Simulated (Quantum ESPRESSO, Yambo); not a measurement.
# Quasiparticle gap of AlN (P6_3mc) in Yambo, part 2 of 3

How does a plane-wave GW calculation on AlN (P6_3mc) run from the first input to the gap?

Quantum ESPRESSO 7.5 and Yambo 5.3.0; PBE and many-body steps on it, plane waves. Known limits of the many-body steps: not at the basis limit; coarse k mesh.

So far. Step 2 (Ground state): The gap is direct, at Γ. Step 3 (Bands along the symmetry lines): The gap is 4.221 eV, as in the run before at this level.

The database entry behind the starting cell differs from later determinations by our own check (inner coordinate u about 0.002 short), so it need not match the best structure at ambient conditions.

## (4) Empty states on the mesh, 3×3×4 mesh, 182 bands

Level of this step: DFT, PBE, plane waves, norm-conserving pseudopotentials (Quantum ESPRESSO).

The sums over transitions need many empty states on a uniform mesh; this step solves for them.

Contents of pw.in:

```
&control
  calculation = 'nscf'
  prefix = 'x'
  outdir = 'o'
  pseudo_dir = 'pseudo'
/
&system
  ibrav = 0
  nat = 4
  ntyp = 2
  ecutwfc = 72.0
  nbnd = 182
  force_symmorphic = .true.
/
&electrons
  conv_thr = 1e-9
  electron_maxstep = 80
  diago_full_acc = .true.
  diago_thr_init = 5e-6
/
ATOMIC_SPECIES
  Al 26.982 Al.upf
  N 14.007 N.upf
CELL_PARAMETERS angstrom
  3.1130000000 -0.0000000000 0.0000000000
  -1.5565000000 2.6959370820 0.0000000000
  0.0000000000 0.0000000000 4.9810000000
ATOMIC_POSITIONS crystal
  Al 0.3333333333 0.6666666667 0.0000000000
  Al 0.6666666667 0.3333333333 0.5000000000
  N 0.3333333333 0.6666666667 0.3800000000
  N 0.6666666667 0.3333333333 0.8800000000
K_POINTS automatic
  3 3 4 0 0 0
```

Command:

```sh
OMP_NUM_THREADS=1 mpirun -n 4 pw.x -nk 4 -in pw.in > pw.out
```

What it wrote:

```text
[banner, memory and clock lines left out]
Program PWSCF v.7.5 starts

     Atomic positions and unit cell read from directory:
     o/x.save/

     Message from routine setup:
     using ibrav=0 with symmetry is DISCOURAGED, use correct ibrav instead

     G-vector sticks info

     bravais-lattice index     =            0
     lattice parameter (alat)  =       5.8827  a.u.
     unit-cell volume          =     282.0993 (a.u.)^3
     number of atoms/cell      =            4
     number of atomic types    =            2
     number of electrons       =        16.00
     number of Kohn-Sham states=          182
     kinetic-energy cutoff     =      72.0000  Ry
     charge density cutoff     =     288.0000  Ry
     Exchange-correlation= PBE
                           (   1   4   3   4   0   0   0)

     celldm(1)=   5.882717  celldm(2)=   0.000000  celldm(3)=   0.000000
     celldm(4)=   0.000000  celldm(5)=   0.000000  celldm(6)=   0.000000

     crystal axes: (cart. coord. in units of alat)
               a(1) = (   1.000000  -0.000000   0.000000 )
               a(2) = (  -0.500000   0.866025   0.000000 )
               a(3) = (   0.000000   0.000000   1.600064 )

     reciprocal axes: (cart. coord. in units 2 pi/alat)
               b(1) = (  1.000000  0.577350 -0.000000 )
               b(2) = (  0.000000  1.154701 -0.000000 )
               b(3) = ( -0.000000 -0.000000  0.624975 )
     Pseudo is Norm-conserving + core correction, Zval =  3.0
     Generated using ONCVPSP code by D. R. Hamann
     Using radial grid of 1876 points,  6 beta functions with:
     Pseudo is Norm-conserving + core correction, Zval =  5.0
     Generated using ONCVPSP code by D. R. Hamann
     Using radial grid of 1058 points,  4 beta functions with:
     Al                3.00    26.98200     Al( 1.00)
     N                 5.00    14.00700     N ( 1.00)

      6 Sym. Ops. (no inversion) found

   Cartesian axes

     site n.     atom                  positions (alat units)
         1        Al     tau(   1) = (  -0.0000000   0.5773503   0.0000000  )
         2        Al     tau(   2) = (   0.5000000   0.2886751   0.8000321  )
         3        N      tau(   3) = (  -0.0000000   0.5773503   0.6080244  )
         4        N      tau(   4) = (   0.5000000   0.2886751   1.4080565  )

     number of k points=    10
                       cart. coord. in units 2pi/alat
        k(    1) = (   0.0000000   0.0000000   0.0000000), wk =   0.0555556
        k(    2) = (   0.0000000   0.0000000   0.1562437), wk =   0.1111111
        k(    3) = (   0.0000000   0.0000000  -0.3124875), wk =   0.0555556
[...]
k(    9) = (   0.3333333   0.5773503  -0.3124875), wk =   0.1111111
        k(   10) = (   0.0000000  -0.3849002   0.1562437), wk =   0.3333333

     Dense  grid:    23187 G-vectors     FFT dimensions: (  32,  32,  54)

     The potential is recalculated from file :
     o/x.save/charge-density

     Starting wfcs are   16 randomized atomic wfcs +  166 random wfcs

     Band Structure Calculation

     End of band structure calculation

          k = 0.0000 0.0000 0.0000 (  2863 PWs)   bands (ev):

    -8.0385  -5.8877   1.1322   6.2756   6.2756   6.9268   6.9268   7.1067
    11.3272  13.7824  17.6990  18.2976  18.2976  20.2844  20.2886  20.2886
    21.6418  21.6418  21.9213  24.4378  24.4378  26.5454  29.5081  29.8483
[...]
[... 11 further rows ...]
[...]
144.5160 144.6253 144.7472 144.7472 145.6222 146.2398

          k = 0.0000 0.0000 0.1562 (  2893 PWs)   bands (ev):

[...]
[... 11 further rows ...]
[...]
143.2012 143.2738 144.7531 144.7531 144.9944 144.9944

          k = 0.0000 0.0000-0.3125 (  2858 PWs)   bands (ev):

[...]
76.5466  76.5466  76.9146  76.9146  76.9146  76.9146  77.7650  77.7650
     [... 11 further rows ...]
   141.3268 141.3268 141.7697 141.7697 142.3864 142.3864 142.3864 142.3864
   143.3231 143.3231 145.1999 145.2000 145.2000 145.2000

          k = 0.0000 0.3849 0.0000 (  2892 PWs)   bands (ev):

     [... further k-points ...]

     highest occupied, lowest unoccupied level (ev):     7.1067   11.3272

     XML data file, pseudopotentials, collected wavefunctions
```

The job ended after 12 s (4 MPI ranks of Arm Neoverse V2, shared host; peak memory 0.38 GiB; 49 s of CPU time).

This step gave:

| Quantity | Value |
| --- | --- |
| gap | 4.221 eV |
| k of the valence top | 0, 0, 0 |
| k of the conduction bottom | 0, 0, 0 |
| least direct gap | 4.221 eV |
| k points computed | 10 |
| lowest point of the top converged band, above the valence top | 134.4323 eV |

On this mesh the gap is 4.221 eV.

## (5) Conversion and set-up

This step: Yambo 5.3.0; conversion and set-up on PBE, plane waves, norm-conserving pseudopotentials.

The states are converted to the many-body program's format and the q mesh is built.

Command:

```sh
(cd o/x.save; p2y > p2y.log; mv SAVE ../..); yambo > setup.log
```

What it wrote:

```text
 Yambo, version 5.3.0

 [02] CORE Variables Setup
 =========================

  [02.01] Unit cells
  ==================

  Cell kind             :  HCP
  Atoms in the cell     :  Al  N
  number of Al atoms    :  2
  number of N  atoms    :  2

  List of atomic masses
  Mass of Al    :  26.98200
  Mass of N     :  14.00700

  List of atomic coordinates    : [cc]
  Al1       : -0.29414E-09   3.3964       0.0000      order 1
  Al2       :  2.941359  1.698194  4.706363  order 2
  N1       : -0.29414E-09   3.3964       3.5768      order 3
  N2       :  2.941359  1.698194  8.283199  order 4

  Alat factors          :  5.882717  5.094583  9.412726 [a.u.]
  Direct lattice volume :  282.0993 [a.u.]
  Direct lattice vectors:  A[ 1 ]  A[ 2 ]  A[ 3 ]
   A[ 1 ]:  1.000000 -0.000000  0.000000  [iru]
   5.882717 -0.000000  0.000000  [cc]
   A[ 2 ]: -0.500000  1.000000  0.000000  [iru]
  -2.941359  5.094583  0.000000  [cc]
   A[ 3 ]:  0.000000  0.000000  1.000000  [iru]
   0.000000  0.000000  9.412726  [cc]

  Recip. lattice volume :  0.879301 [a.u.]
  Recip. lattice vectors:  B[ 1 ]  B[ 2 ]  B[ 3 ]
   B[ 1 ]:  1.000000  0.500000  0.000000  [iku]
   1.068075  0.616654 -0.000000  [cc]
   B[ 2 ]:  0.000000  1.000000  0.000000  [iku]
   0.000000  1.233307 -0.000000  [cc]
   B[ 3 ]:  0.000000  0.000000  1.000000  [iku]
  -0.000000 -0.000000  0.667520  [cc]

  [02.02] Symmetries
  ==================

  Inversion symmetry    : yes
  Spatial inversion     : no
  Inversion index       :   7
  K-space Time-reversal : yes
  Magnetic symmetries   : no
  Time-reversal derived K-space symmetries:   7  12
  Group table correct   : yes
  Symmetries units      :  [cc]

   [S  1]:   1.0000       0.0000       0.0000     -0.10606E-18   1.0000       0.0000       0.0000       0.0000       1.0000
   [S  2]: -0.500000  0.866025  0.000000 -0.866025 -0.500000  0.000000  0.000000  0.000000  1.000000
   [S  3]: -0.500000 -0.866025  0.000000  0.866025 -0.500000  0.000000  0.000000  0.000000  1.000000
   [S  4]:  -1.0000       0.0000       0.0000      0.10606E-18   1.0000       0.0000       0.0000       0.0000       1.0000
   [S  5]:  0.500000  0.866025  0.000000  0.866025 -0.500000  0.000000  0.000000  0.000000  1.000000
   [S  6]:  0.500000 -0.866025  0.000000 -0.866025 -0.500000  0.000000  0.000000  0.000000  1.000000
   [S* 7]:  -1.0000      -0.0000      -0.0000      0.10606E-18  -1.0000      -0.0000      -0.0000      -0.0000      -1.0000
   [S* 8]:  0.500000 -0.866025 -0.000000  0.866025  0.500000 -0.000000 -0.000000 -0.000000 -1.000000
   [S* 9]:  0.500000  0.866025 -0.000000 -0.866025  0.500000 -0.000000 -0.000000 -0.000000 -1.000000
   [S*10]:   1.0000      -0.0000      -0.0000     -0.10606E-18  -1.0000      -0.0000      -0.0000      -0.0000      -1.0000
   [S*11]: -0.500000 -0.866025 -0.000000 -0.866025  0.500000 -0.000000 -0.000000 -0.000000 -1.000000
[...]
K_min[ 3 ] :  0.33333      0.23545E-11   0.0000     [rlu]
  Grid dimensions      :   4   3   3
  K lattice UC volume  :  0.024425 [a.u.]

  IBZ K-points                                      :  10
  BZ  K-points                                      :   36

  K/Q-points units:
  rlu = crystal or reduced units; cc = cartesian coordinates; iku = interal k-units

  K [ 1]         [rlu]:  0.000000  0.000000  0.000000
         WF components:  2863
  K [ 2]         [rlu]:  0.000000  0.000000  0.250000
         WF components:  2893
  K [ 3]         [rlu]:  0.000000  0.000000 -0.500000
         WF components:  2858
[...]
K [ 8]         [rlu]:  0.333333  0.333333  0.250000
[...]
K [ 9]         [rlu]:  0.333333  0.333333 -0.500000
         WF components:  2934
  K [10]         [rlu]:  0.000000 -0.333333  0.250000
         WF components:  2910

  [02.05] Energies & Occupations
  ==============================

  [X] === General ===
  [X] Electronic Temperature                        :  0.000000  0.000000 [eV K]
  [X] Bosonic    Temperature                        :  0.000000  0.000000 [eV K]
  [X] Finite Temperature mode                       : no
  [X] El. density                                   :  0.38275E+24 [cm-3]
  [X] Fermi Level                                   :  7.106664 [eV]

  [X] === Gaps and Widths ===
  [X] Conduction Band Min                           :  4.220509 [eV]
  [X] Valence Band Max                              :  0.000000 [eV]
  [X] Filled Bands                                  :   8
  [X] Empty Bands                                   :    9  182
  [X] Direct Gap                                    :  4.220509 [eV]
  [X] Direct Gap localized at k                     :  1
  [X] Indirect Gap                                  :  4.220509 [eV]
  [X] Indirect Gap between kpts                     :  1  1
  [X] Last valence band width                       :  2.371270 [eV]
  [X] 1st conduction band width                     :  3.218767 [eV]

  E @ K [ 1]:  [eV]
  -15.14520 -12.99438  -5.97443  -0.83104  -0.83104  -0.17988  -0.17988   0.00000
[...]
occ @ K [ 1]
[...]
E @ K [ 2]:  [eV]
[...]
occ @ K [ 2]
[...]
E @ K [ 3]:  [eV]
[...]
occ @ K [ 3]
[...]
E @ K [ 8]:  [eV]
[...]
occ @ K [ 8]
[...]
E @ K [ 9]:  [eV]
[...]
occ @ K [ 9]
[...]
E @ K [10]:  [eV]
[...]
occ @ K [10]
   2.000000  2.000000  2.000000  2.000000  2.000000  2.000000  2.000000  2.000000
   0.000000  0.000000  0.000000  0.000000  0.000000  0.000000  0.000000  0.000000

 [03] Transferred momenta grid and indexing
 ==========================================

 IBZ Q-points                                      :  10
 BZ  Q-points                                      :   36

 K/Q-points units:
 rlu = crystal or reduced units; cc = cartesian coordinates; iku = interal k-units

 Q [ 1]         [rlu]:  0.000000  0.000000  0.000000
 Q [ 2]         [rlu]:  0.000000  0.000000  0.250000
 Q [ 3]         [rlu]:  0.000000  0.000000 -0.500000
[...]
Q [ 8]         [rlu]:  0.333333  0.333333  0.250000
 Q [ 9]         [rlu]:  0.333333  0.333333 -0.500000
 Q [10]         [rlu]:  0.40821E-19 -0.33333      0.25000

  [03.01] X indexes
  =================

   [03.01.01] Sigma indexes
   ========================

 [06] Game Over & Game summary
```

The job ended after 1.8 s (1 MPI rank; peak memory 0.23 GiB).

(Part 2 of 3 ends here.)

[Paths, hosts, dates, memory and timing lines, banners, echoed tables and standing remarks are left out of the program output.]

[Logs are printed without paths, hosts, clocks, repeated set-up lines and the standing remarks that a program may print on its own settings, such as how far it seeks lower states.]

[Runs of the session that timed out or met a known fault of the program may be left out.]

[Hosts, paths, dates, database ids (printed as entryN), source tags and the programs' standing remarks are cut or masked in the printed files.]
